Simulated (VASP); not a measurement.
SnS:

```
CELL_PARAMETERS angstrom
11.20000 0.00000 0.00000
0.00000 3.98700 0.00000
0.00000 0.00000 4.33400
ATOMIC_POSITIONS crystal
Sn 0.11940 0.25000 0.11980
Sn 0.38060 0.75000 0.61980
Sn 0.61940 0.25000 0.38020
Sn 0.88060 0.75000 0.88020
S 0.85080 0.25000 0.47930
S 0.64920 0.75000 0.97930
S 0.35080 0.25000 0.02070
S 0.14920 0.75000 0.52070
```

| Item | Value |
| --- | --- |
| Program | VASP 6.6.1 |
| Task | relaxation of cell and atoms |
| Functional | LDA |
| Potentials or basis | VASP PAW LDA potentials, release 64 (Sn_d, S) |
| Cutoff | 600 eV |
| k mesh | 4 × 8 × 6 |
| Occupations | gaussian, width 0.03 eV |
| Spin | no spin polarisation |

At the start: pressure -2.3 GPa; volume 24.19 Å³/atom.

Question: Where does the relaxation end?

Answer: Over 15 steps the energy falls by 11.3 meV/atom and the volume is 22.72 Å³/atom (-6.1 %); space group Pnma (No. 62, to 0.05 Å).

Step by step:
```tsv
step	energy change (eV)	largest force (eV/Å)	pressure (GPa)	volume (Å³)
1	0.0000	0.0444	-2.34	193.53
2	-0.0468	0.3207	0.91	183.79
3	-0.0543	0.2171	-0.02	186.35
4	-0.0674	0.1621	-0.02	185.29
5	-0.0834	0.0606	0.04	182.64
6	-0.0837	0.0525	0.10	182.14
7	-0.0881	0.0489	-0.11	181.99
8	-0.0882	0.0442	-0.09	182.01
9	-0.0894	0.0253	0.11	181.50
10	-0.0895	0.0285	0.19	181.31
11	-0.0901	0.0190	0.06	181.66
12	-0.0901	0.0207	0.01	181.74
13	-0.0903	0.0190	-0.01	181.78
14	-0.0905	0.0158	-0.07	181.88
15	-0.0906	0.0097	0.01	181.74
```

Final structure:
```
Sn S
1.0
    10.96010    0.00000    0.00000
     0.00000    3.94855    0.00000
     0.00000    0.00000    4.19948
Sn S
4 4
Direct
  0.11713 0.25000 0.11296
  0.38287 0.75000 0.61296
  0.61713 0.25000 0.38704
  0.88287 0.75000 0.88704
  0.85397 0.25000 0.47214
  0.64603 0.75000 0.97214
  0.35397 0.25000 0.02786
  0.14603 0.75000 0.52786
```
